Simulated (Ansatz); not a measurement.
MgAl$_{2}$O$_{4}$:
```xyz
14
Lattice="0.0000 4.0116 4.0116 4.0116 0.0000 4.0116 4.0116 4.0116 0.0000" Properties=species:S:1:pos:R:3 pbc="T T T"
Mg     4.0116     4.0116     4.0116
Mg     6.0174     6.0174     6.0174
Al     1.0029     1.0029     1.0029
Al     1.0029     3.0087     3.0087
Al     3.0087     3.0087     1.0029
Al     3.0087     1.0029     3.0087
O      7.1283     7.1283     7.1283
O      2.9008     5.1225     5.1225
O      4.9066     4.9066     7.1283
O      5.1225     2.9008     5.1225
O      7.1283     4.9066     4.9066
O      2.9008     2.9008     2.9008
O      4.9066     7.1283     4.9066
O      5.1225     5.1225     2.9008
```

This is the LDA-relaxed structure.

### Question
All from the program Ansatz at the LDA level (PAW), unless another level is named. Estimate the electron effective mass.

### Answer
0.39 mₑ (isotropic).

### Question
Next, the formation energy from the elements (no fitted shifts)?

### Answer
-3.18 eV/atom.

### Question
What about the band gap?

### Answer
5.52 eV (smallest direct gap 5.53 eV).

### Question
And the weight of the valence-edge state by species (Voronoi cells)?

### Answer
O 93 %, Al 4 %, Mg 2 %.

### Question
Give the weight of the conduction-edge state by species (Voronoi cells).

### Answer
O 60 %, Al 21 %, Mg 18 %.

Space group Fd-3m (spinel). Symmetry was held in the LDA relaxation; phonons on a q-mesh show no instability. The references are the lowest solids computed at this level, not always the standard phases (solids in place of the gases).

Potentials: the later of the program's two PAW sets.
